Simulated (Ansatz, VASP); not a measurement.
**Two plane-wave programs on Ag**

INCAR

```
PREC = Accurate
ENCUT = 520
EDIFF = 1E-6
ISMEAR = -1
SIGMA = 0.1
LREAL = False
LASPH = True
NELM = 100
ALGO = Normal
ISIF = 2
LWAVE = False
LCHARG = False
GGA = PE
NBANDS = 12
```

The input KPOINTS:

```
regular mesh
0
Gamma
  21 21 21
```

File POSCAR:

```
Ag
1.0
    0.0000000000      2.1007233615      2.1007233615
    2.1007233615      0.0000000000      2.1007233615
    2.1007233615      2.1007233615      0.0000000000
Ag
1
Direct
    0.0000000000      0.0000000000      0.0000000000
```

Input for Ansatz:

```yaml
crystal:
  lattice:
    - [0.0, 2.1007233615, 2.1007233615]
    - [2.1007233615, 0.0, 2.1007233615]
    - [2.1007233615, 2.1007233615, 0.0]
  atoms:
    - { symbol: Ag, position: [0.0, 0.0, 0.0] }
hamiltonian:
  xc: pbe
  pseudopotentials:
    kind: paw
    azcp:
      Ag: "pseudopotentials/Ag.paw.azcp"
basis:
  ecutwfc: 420
  fft_grid_basis: typed
kpoints:
  mp_grid: { grid: [21, 21, 21], shift: [0, 0, 0] }
magnetization:
  spin_polarized: false
scf:
  occupations: { method: fermi_dirac, width: 0.1 }
output:
  stress: true
```

Alike in both runs: task single point; functional PBE; k mesh 21 × 21 × 21; occupations fermi-dirac, width 0.1 eV; no spin polarisation.

```csv
,VASP,Ansatz
version,VASP 6.6.1,Ansatz 0.2.0
potentials or method,"VASP PAW PBE potentials, release 64 (Ag)","plane waves (420 eV) with PAW, scalar-relativistic"
plane-wave cutoff (eV),520,420
valence electrons in the cell,11,19
```

```tsv
	VASP	Ansatz	Ansatz less VASP
pressure (GPa)	-3.2	-3.1	+0.08
```

The two sets of potentials don't hold the same shells in valence.
